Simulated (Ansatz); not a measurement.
# As in Ansatz: the effect of exact exchange

As:

```xyz
1
Lattice="2.9795 -0.1006 0.3238 -0.1006 2.5830 0.2619 0.3238 0.2619 2.5486" Properties=species:S:1:pos:R:3 pbc="T T T"
As    1.6013    1.3721    1.5671
```

The cell isn't the ideal one: cell sheared at random, sigma 0.1, atoms nudged by 0.01 Å.

Alike in all runs:

| Quantity | Value |
| --- | --- |
| Program | Ansatz 0.2.0 |
| Task | single point |
| Functional | HSE06 form with a typed share of exact exchange |
| Potentials or basis | Ansatz PAW |
| Cutoff | 420 eV (not typed: the program's choice for these potentials) |
| k mesh | 5 × 5 × 6 |
| Occupations | fermi-dirac, width 0.05 eV |
| Spin | no spin polarisation |

```tsv
exact exchange	pressure (GPa)
0.05	6.3
0.1	5.6
0.15	4.9
0.2	?
0.25	3.5
0.3	2.8
0.4	1.5
0.5	0.1
```

**Question.** What does the run with exact exchange 0.2 give?

**Answer.** Pressure 4.2 GPa.

Worked out: A straight line through the other rows of the pressure, of slope -13.8 GPa per unit of exact exchange, gives 4.2 GPa, against the run's 4.2.

Caveats: all runs use coarse meshes; the PAW data sets come from PBE, with cores solved anew for the run's functional, which leaves a small shift of forces and pressure; the thresholds are loose for stress.
